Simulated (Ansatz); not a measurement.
MgO (zincblende type), DFT, PBE, all-electron PAW with datasets made for the crystal, scalar-relativistic (Ansatz 0.2.0), on 1 thread of Arm Neoverse V1 (shared host).

Command: `ansatz run input.yaml --threads 1 --pin off --max-ram 2048MiB --backend cpu --events-out ev --progress --plain --runs-dir out`

```yaml
crystal:
  lattice:
    - [0.0, 1.9871620568, 1.9871620568]
    - [1.9871620568, 0.0, 1.9871620568]
    - [1.9871620568, 1.9871620568, 0.0]
  atoms:
    - { symbol: Mg, position: [0.0, 0.0, 0.0] }
    - { symbol: O, position: [0.25, 0.25, 0.25] }
kpoints:
  mp_grid: { grid: [15, 15, 15] }
scf:
  occupations: { method: fermi_dirac, width: 0.05 }
hamiltonian:
  xc: pbe
  pseudopotentials: { kind: all_electron, datasets: crystal }
output:
  forces: true
  stress: true
  eigenvalues: true
```

Question: How large is the problem that the program sets up?

Answer: 120 irreducible k-points, 531 plane waves at Γ, 12 bands.

Question: About how long does it take, and how much memory?

Answer: 14 s of wall time for 7 SCF iterations, with a peak of 0.53 GiB. Times on shared machines scatter by tens of per cent.
